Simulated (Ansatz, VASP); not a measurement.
# Al in VASP and in Ansatz

The input INCAR:

```
PREC     = Accurate       # precision mode
ENCUT    = 520            # plane-wave cutoff, eV
EDIFF    = 1E-6           # SCF threshold, eV
ISMEAR   = 0              # smearing method
SIGMA    = 0.1            # smearing width, eV
LREAL    = F              # projectors in reciprocal space
LASPH    = T              # aspherical terms in the spheres
NELM     = 100            # most SCF steps
ALGO     = Normal         # electronic algorithm
ISIF     = 2              # what is computed and relaxed
LWAVE    = F              # write WAVECAR
LCHARG   = T              # write CHGCAR
GGA      = PE             # functional
LELF     = T              # ELF
LVHAR    = T            
NBANDS   = 10             # bands
```

KPOINTS

```
regular mesh
0
Gamma
  18 18 10
```

File POSCAR:

```
Al
1.0
    2.7592566657      0.0000000000      0.0000000000
   -1.3796283328      2.3895863680      0.0000000000
    0.0000000000      0.0000000000      4.3277107755
Al
2
Direct
    0.3333333333      0.6666666667      0.2500000000
    0.6666666667      0.3333333333      0.7500000000
```

Input for Ansatz:

```yaml
crystal:
  lattice:
    - [2.7592566657, 0.0, 0.0]
    - [-1.3796283328, 2.389586368, 0.0]
    - [0.0, 0.0, 4.3277107755]
  atoms:
    - { symbol: Al, position: [0.3333333333, 0.6666666667, 0.25] }
    - { symbol: Al, position: [0.6666666667, 0.3333333333, 0.75] }
basis:
  ecutwfc: 420
kpoints:
  mp_grid: { grid: [18, 18, 10] }
hamiltonian:
  xc: pbe
scf:
  occupations: { method: gaussian, width: 0.1 }
output:
  forces: true
  stress: true
  eigenvalues: true
  write_density: true
  write_potential: true
  elf: true
  volumetric_format: npy
```

Alike in both runs: task single point; functional PBE; k mesh 18 × 18 × 10; occupations gaussian, width 0.1 eV; no spin polarisation.

|  | VASP | Ansatz |
| --- | --- | --- |
| version | VASP 6.6.1 | Ansatz 0.2.0 |
| potentials or method | VASP PAW PBE potentials, release 64 (Al) | scalar-relativistic, plane waves, PAW |
| plane-wave cutoff (eV) | 520 | 420 |
| valence electrons in the cell | 6 | 6 |

```csv
,VASP,Ansatz,Ansatz less VASP
gap on the k mesh at the Fermi level (eV),none,none,-
pressure (GPa),16.3,16.3,+0.03
largest component of the traceless stress (GPa),3.75,3.75,0.000
```

A gap of «none» marks a metal or a gap that the smearing closes.

Caveats: so large a pressure means that the cell lies far from this level's equilibrium, or that cutoff or potentials fall short (VASP).
